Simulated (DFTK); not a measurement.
SnTe in DFTK: convergence with k mesh

The system is SnTe.

```
CELL_PARAMETERS angstrom
0.00000 3.61115 3.61115
3.61115 0.00000 3.61115
3.61115 3.61115 0.00000
ATOMIC_POSITIONS crystal
Te 0.25000 0.25000 0.25000
Sn 0.00000 0.00000 0.00000
```

Measurements of this composition are mostly on another form, of space group No. 225.

| Quantity | Value |
| --- | --- |
| Program | DFTK 0.8.2 |
| Task | convergence study |
| Functional | LDA |
| Potentials or basis | cp2k.nc.sr.lda.v0_1.semicore.gth (LDA, GTH) |
| Cutoff | 735 eV |
| k mesh | 1 × 1 × 1 |
| Occupations | fermi-dirac, width 0.1 eV |
| Spin | no spin polarisation |

These are the settings of the first run; the series varies k mesh, with any setting tied to it.

Hardware: 1 thread of AMD EPYC (Zen 3), with other jobs on the host.

Problem. The values tried are 1 × 1 × 1, 2 × 2 × 2, 3 × 3 × 3, 4 × 4 × 4, 5 × 5 × 5, 6 × 6 × 6, 8 × 8 × 8, 9 × 9 × 9, loosest first. From which on does the pressure stay within 0.1 GPa of the tightest run that finished?

Solution. From 5 × 5 × 5 on.

```csv
k mesh,"energy less the tightest run, at zero smearing (meV/atom)",pressure (GPa),SCF cycles
1 × 1 × 1,2301.68,12.58,11
2 × 2 × 2,-153.08,-3.37,10
3 × 3 × 3,-59.01,-3.02,9
4 × 4 × 4,-9.40,-2.59,9
5 × 5 × 5,0.52,-2.27,10
6 × 6 × 6,0.23,-2.24,9
8 × 8 × 8,-0.28,-2.25,9
9 × 9 × 9,0.00,-2.25,9
```

Against the tightest run, the energy stays within 1 meV/atom from 5 × 5 × 5 on. Meshes of other sizes hit other points, so gaps and Fermi surfaces needn't settle smoothly. The tightest run that finished is the yardstick and may itself not be fully converged.

Caveat, for the tightest run too: GTH potentials come without recommended cutoffs, and this one wasn't checked for convergence. Spin-orbit coupling is left out, which matters for the levels of Te.
